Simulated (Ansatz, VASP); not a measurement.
BN (pbesol) in VASP and in Ansatz

```xyz
4
Lattice="2.5047 0.0000 0.0000 -1.2524 2.1691 0.0000 0.0000 0.0000 7.2381" Properties=species:S:1:pos:R:3 pbc="T T T"
B     0.0000    1.4461    1.8095
B     1.2524    0.7230    5.4286
N     0.0000    1.4461    5.4286
N     1.2524    0.7230    1.8095
```

Alike in both runs: functional PBEsol; k mesh 12 × 12 × 4; occupations gaussian, width 0.02 eV; no spin polarisation.

Ansatz relaxed the structure, and its values are those at the end. VASP's run is a single point on that final structure, the one shown.

|  | VASP | Ansatz |
| --- | --- | --- |
| version | VASP 6.6.1 | Ansatz 0.2.0 |
| potentials or method | VASP PAW PBE potentials, release 64 (B, N) | scalar-relativistic, plane waves, PAW |
| plane-wave cutoff (eV) | 520 | 420 |
| valence electrons in the cell | 16 | 16 |

VASP gave:

* gap on the k mesh at the Fermi level (eV): 4.31
* least direct gap on the mesh (eV): 4.60
* pressure (GPa): 0.1

Q: Which values does Ansatz return?

A: gap on the k mesh at the Fermi level (eV): 4.32; least direct gap on the mesh (eV): 4.61; pressure (GPa): -0.2.

The functional is the same, so the differences come from potentials, cutoffs and numerics.

Caveats: the PAW data sets were made with another functional, which shifts forces and pressure a little (VASP); this functional lacks dispersion, which binds the layers, so the pressure and a relaxed spacing across them are unreliable. A k mesh can miss the band edges.
